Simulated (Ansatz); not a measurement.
Ansatz input

```yaml
crystal:
  lattice:
    - [0.0, 1.7596451143, 1.7596451143]
    - [1.7596451143, 0.0, 1.7596451143]
    - [1.7596451143, 1.7596451143, 0.0]
  atoms:
    - { symbol: Mn, position: [0.0, 0.0, 0.0], spin: 3.0 }
hamiltonian:
  xc: revpbe
  pseudopotentials:
    kind: paw
    azcp:
      Mn: "pseudopotentials/Mn.paw.azcp"
basis:
  ecutwfc: 420
  fft_grid_basis: typed
kpoints:
  mp_grid: { grid: [25, 25, 25], shift: [0, 0, 0] }
magnetization:
  spin_polarized: true
scf:
  occupations: { method: fermi_dirac, width: 0.05 }
```

Output

```
Engine: ansatz 0.2.0, aarch64-unknown-linux-gnu
Pseudopotentials: kind: paw
Pseudopotential: Mn, paw, valence charge 15, recommended cutoff 420 eV (normal) 
Functional definition: revPBE
  parameter kappa = 1.245
  parameter beta = 0.06672455060314922
  exchange = pbe_x(kappa = kappa, mu = beta*pi^2/3)
  correlation = pbe_c(beta = beta)
Crystal: 1 atoms, lattice volume = 10.897 Å³
Basis set: ecut = 420 eV, 181 PW (Γ)
Bands: 13, of which v1, the nominal top of the filled ones, is band 8 counted from 1 (7 counted from 0)
Symmetry: 48 space group operations
Space group: Fm-3m (ITA 225), of the structure as read, at distance tolerance 2.2e-5 Å
Magnetic group: BNS 225.116 (UNI 1618), of the structure as read, at distance tolerance 2.2e-5 Å
k-points: 455 of 15625
Non-local potential: Mn, projectors of the file, l = 0: 3, l = 1: 2, l = 2: 3, l = 3: 1
PAW form: soft (Blöchl's): semilocal exchange-correlation on the pseudo side does not see the compensation charge
PAW frozen core: Mn, regenerated for the run's functional, and the local potential with it (the file was generated under x = pbe(κ = 0.804, μ = 0.2195149727645171), c = pbe(β = 0.06672455060314922))
PAW one-centre angular grid: Mn, 590 points (default); XC on 64 Gauss nodes
Initial density: superposition of atomic densities (chi_scale 0.1, normalization cell)
Starting moments: Σ|m| = 3 μB on 1 of 1 site
Initial wavefunctions: pseudopotential atomic-orbital guess
Functional: x = revpbe(κ = 1.245, μ = 0.2195149727645171), c = pbe(β = 0.06672455060314922)
SCF iter   1: F=—  HF=-3903.820867 eV  |F-HF|=—  |Δ(HF+E_count)|=         —  Δρ=3.60e-1 (↑3.60e-1 ↓1.79e-1)  dr2=3.36e0  dr2_m=6.99e0  M=0.500 μB ∫|m|=0.503 μB  β_m=0.30  ethr=3.10e-3  ⟨swp⟩=4.3  Hψ=53593  notcnv=0
Mixer restart at iter 1: flushing history
SCF iter   2: F=—  HF=-3901.477027 eV  |F-HF|=—  |Δ(HF+E_count)|=    2.34e0  Δρ=1.66e-1 (↑1.40e-1 ↓1.66e-1)  dr2=5.02e-2  dr2_m=2.32e0  M=0.755 μB ∫|m|=0.758 μB  β_m=0.40  ethr=3.10e-3  ⟨swp⟩=3.2  Hψ=31366  notcnv=0  defer=615
SCF iter   3: F=—  HF=-3901.993862 eV  |F-HF|=—  |Δ(HF+E_count)|=   5.17e-1  Δρ=1.27e-1 (↑1.27e-1 ↓8.82e-2)  dr2=1.40e-1  dr2_m=1.14e0  M=0.478 μB ∫|m|=0.483 μB  β_m=0.50  ethr=3.35e-4  ⟨swp⟩=3.0  Hψ=29718  notcnv=0  defer=588
SCF iter   4: F=—  HF=-3902.040248 eV  |F-HF|=—  |Δ(HF+E_count)|=   4.64e-2  Δρ=1.31e-2 (↑9.24e-3 ↓1.31e-2)  dr2=8.25e-3  dr2_m=1.03e-2  M=0.253 μB ∫|m|=0.260 μB  β_m=0.75  ethr=3.35e-4  ⟨swp⟩=2.1  Hψ=21236  notcnv=0  defer=529
SCF iter   5: F=—  HF=-3902.033491 eV  |F-HF|=—  |Δ(HF+E_count)|=   6.76e-3  Δρ=4.90e-3 (↑3.46e-3 ↓4.90e-3)  dr2=2.25e-3  dr2_m=1.02e-3  M=0.143 μB ∫|m|=0.149 μB  β_m=0.88  ethr=5.50e-5  ⟨swp⟩=2.2  Hψ=20585  notcnv=0  defer=470
SCF iter   6: F=—  HF=-3902.037461 eV  |F-HF|=—  |Δ(HF+E_count)|=   3.97e-3  Δρ=5.82e-3 (↑5.82e-3 ↓2.33e-3)  dr2=1.15e-3  dr2_m=1.56e-3  M=0.130 μB ∫|m|=0.133 μB  β_m=0.94  ethr=1.50e-5  ⟨swp⟩=2.6  Hψ=20244  notcnv=0  defer=466
SCF iter   7: F=—  HF=-3902.037956 eV  |F-HF|=—  |Δ(HF+E_count)|=   4.95e-4  Δρ=1.58e-3 (↑1.56e-3 ↓1.58e-3)  dr2=8.07e-6  dr2_m=2.38e-4  M=0.053 μB ∫|m|=0.054 μB  β_m=0.97  ethr=7.69e-6  ⟨swp⟩=2.0  Hψ=22148  notcnv=0  defer=471
SCF iter   8: F=—  HF=-3902.038055 eV  |F-HF|=—  |Δ(HF+E_count)|=   9.95e-5  Δρ=4.79e-4 (↑2.74e-4 ↓4.79e-4)  dr2=2.07e-6  dr2_m=1.21e-5  M=0.016 μB ∫|m|=0.016 μB  β_m=0.98  ethr=5.38e-8  ⟨swp⟩=2.0  Hψ=19905  notcnv=0  defer=456
SCF iter   9: F=—  HF=-3902.038069 eV  |F-HF|=—  |Δ(HF+E_count)|=   1.34e-5  Δρ=1.00e-4 (↑1.00e-4 ↓5.29e-5)  dr2=5.82e-7  dr2_m=4.28e-7  M=-0.003 μB ∫|m|=0.003 μB  β_m=0.95  ethr=1.38e-8  ⟨swp⟩=2.0  Hψ=19195  notcnv=0  defer=456
SCF iter  10: F=—  HF=-3902.038069 eV  |F-HF|=—  |Δ(HF+E_count)|=   3.81e-7  Δρ=3.49e-5 (↑3.49e-5 ↓1.92e-5)  dr2=2.43e-8  dr2_m=7.15e-8  M=-0.001 μB ∫|m|=0.001 μB  β_m=0.98  ethr=3.88e-9  ⟨swp⟩=2.2  Hψ=18853  notcnv=0  defer=456
SCF iter  11: F=—  HF=-3902.038069 eV  |F-HF|=—  |Δ(HF+E_count)|=   6.87e-9  Δρ=4.92e-6 (↑4.92e-6 ↓2.75e-6)  dr2=4.41e-9  dr2_m=1.24e-10  M=-0.000 μB ∫|m|=0.000 μB  β_m=0.91  ethr=1.62e-10  ⟨swp⟩=2.0  Hψ=18657  notcnv=0  defer=456
SCF iter  12: F=—  HF=-3902.038069 eV  |F-HF|=—  |Δ(HF+E_count)|=  6.05e-10  Δρ=6.20e-7 (↑4.31e-7 ↓6.20e-7)  dr2=3.62e-12  dr2_m=2.74e-11  M=0.000 μB ∫|m|=0.000 μB  β_m=0.96  ethr=2.94e-11  ⟨swp⟩=1.0  Hψ=31306  notcnv=0
SCF iter  13: F=—  HF=-3902.038069 eV  |F-HF|=—  |Δ(HF+E_count)|=  6.18e-11  Δρ=1.63e-7 (↑1.63e-7 ↓1.90e-8)  dr2=2.32e-12  dr2_m=6.33e-13  M=0.000 μB ∫|m|=0.000 μB  β_m=0.92  ethr=1.00e-12  ⟨swp⟩=2.2  Hψ=22546  notcnv=0
SCF iter  14: F=-3902.038069 eV  HF=-3902.038069 eV  |F-HF|=4.55e-13  |Δ(HF+E_count)|=  1.36e-12  Δρ=2.54e-8 (↑9.78e-9 ↓2.54e-8)  dr2=9.31e-14  dr2_m=8.92e-15  M=0.000 μB ∫|m|=0.000 μB  ethr=1.00e-12  ⟨swp⟩=1.0  Hψ=27305  notcnv=0
SCF 1 converged in 14 iterations: F = -3902.038069 eV  dr2 = 9.31e-14
WARN: the starting moments were not kept: the SCF closed with an absolute magnetisation of 8.5e-7 μB, where they sum to 3 μB in size (1 site). That is at most 0.1 of that sum. Measured as dr2_m measures the in/out step, that magnetisation stands 1.1e-12 eV from none, at or under the dr2_threshold of 1.0e-7 eV: it is no larger than a step whose dr2_m would equal this threshold. The system may hold no moment; this SCF shows only that its start led to no more than that. To try another start: raise the starting moments (crystal.atoms[].spin, magnetization.per_species, magnetization.initial_magnetization, or on a non-collinear deck that types none of these the spinor_matrix: blocks that start its atoms; where the total moment is fixed, keep their sum and leave initial_magnetization as it is; typed ones take the place of any that the run laid by itself, positive ones on a crystal's lanthanoids without a Hubbard term where scf.initial_density.shell_occupations: [] is typed) or, if the notice of its spin-set hold's release reads "site moments contracting" or "site moments show no strong build", lengthen the hold (scf.mixing.spin_hold: { on: { confirm: 4 } }; for m-r²SCAN on two components see the key's manual first). Each may lead to a state that holds a moment. A second SCF, from the converged charge density, with the starting moments and any scf.initial_density.shell_occupations laid on it anew, would have followed, and was not run: the deck does not ask for one (magnetization.retry_lost_moments is false, the default). To let it run, set magnetization.retry_lost_moments: true and run the deck again, where that key's refused combinations let it; where memory then withholds it, that run's warning says so.
SCF converged after 14 iterations
Magnetization: 0.0000 μB (7.5000 up, 7.5000 down)
Absolute magnetization: 0.0000 μB (∫|ρ↑−ρ↓|, with the PAW one-centre terms)
Spin contamination: 0.0000 ħ² per cell (⟨S²⟩ above its minimum at these occupations)
Per-site moments (μB) at R_I (Å): [(8.251406546430635e-7, 1.0265120190627288)]
Free energy (F): -3902.038069 eV
Harris-Foulkes:  -3902.038069 eV  (|F-HF|=4.55e-13)
Internal energy: -3902.025609 eV  (E = F + TS)
E sigma→0 (E₀):  -3902.031839 eV
Entropy (-TS):   -0.012460 eV (-12.460 meV/atom)
Fermi energy:    20.090081 eV
--- Per-component energies (eV) ---
  E_band       = -161.456836
  E_kinetic    = 307.869452
  E_local      = -1575.173057  (includes V_loc(G=0)·N_el)
  E_nonlocal   = 235.613997
  E_hartree    = 655.290577
  E_xc         = -115.731997
  E_vxc        = -148.189642  (∫ρ·V_xc dr)
  E_paw        = -1299.406873  (= ΣΔE_a)
  E_vpaw       = -292.158717  (= ΣTr[D̂ρ^β])
  E_aug_tail   = -0.000009  (compensation charges beyond the density's cutoff)
  E_ewald      = -2110.452170
  E_core_change = -0.035532  (= ΣΔE_core)
  E_smearing   = -0.012460  (= −TS)
  E_closure    = 0.000000  (closes the sum)
  Σ components = -3902.038069   (vs F -3902.038069, Δ=0.00e0)
```
